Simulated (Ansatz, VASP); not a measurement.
**One calculation of Sb, two programs**

The input INCAR:

```
SYSTEM = Sb
PREC = Accurate
ENCUT = 520
EDIFF = 1E-7
ISMEAR = -1
SIGMA = 0.1
LREAL = .FALSE.
LASPH = .TRUE.
NELM = 100
ALGO = Normal
ISIF = 2
LWAVE = .FALSE.
LCHARG = .FALSE.
GGA = B5
ALDAX = 1.0
AGGAX = 1.0
AGGAC = 1.0
ALDAC = 0.0
NBANDS = 8
```

File KPOINTS:

```
Automatic mesh
0
G
  13 13 13
  0 0 0
```

Contents of POSCAR:

```
Sb
1.0
   -1.9297875333      1.9297875333      1.9297875333
    1.9297875333     -1.9297875333      1.9297875333
    1.9297875333      1.9297875333     -1.9297875333
Sb
1
Direct
    0.0000000000      0.0000000000      0.0000000000
```

Input for Ansatz:

```yaml
crystal:
  lattice:
    - [-1.9297875333, 1.9297875333, 1.9297875333]
    - [1.9297875333, -1.9297875333, 1.9297875333]
    - [1.9297875333, 1.9297875333, -1.9297875333]
  atoms:
    - { symbol: Sb, position: [0.0, 0.0, 0.0] }
hamiltonian:
  xc: blyp
  pseudopotentials:
    kind: paw
    azcp:
      Sb: "pseudopotentials/Sb.paw.azcp"
basis:
  ecutwfc: 420
  fft_grid_basis: typed
kpoints:
  mp_grid: { grid: [13, 13, 13], shift: [0, 0, 0] }
magnetization:
  spin_polarized: false
scf:
  occupations: { method: fermi_dirac, width: 0.1 }
  lower_state_search: "off"
output:
  stress: true
  write_density: true
  write_potential: true
  elf: true
  volumetric_format: npy
```

Alike in both runs: task single point; functional BLYP; k mesh 13 × 13 × 13; occupations fermi-dirac, width 0.1 eV; no spin polarisation.

```csv
,VASP,Ansatz
version,VASP 6.6.1,Ansatz 0.2.0
potentials or method,"VASP PAW PBE potentials, release 64 (Sb)","plane waves (420 eV) with PAW, scalar-relativistic"
plane-wave cutoff (eV),520,420
valence electrons in the cell,5,15
```

```tsv
	VASP	Ansatz	Ansatz less VASP
pressure (GPa)	2.4	2.2	-0.15
```

The two sets of potentials don't hold the same shells in valence.

Caveats: the PAW data sets were made with another functional, which shifts forces and pressure a little (VASP). The runs have no spin-orbit coupling, so splittings on Sb are missing.
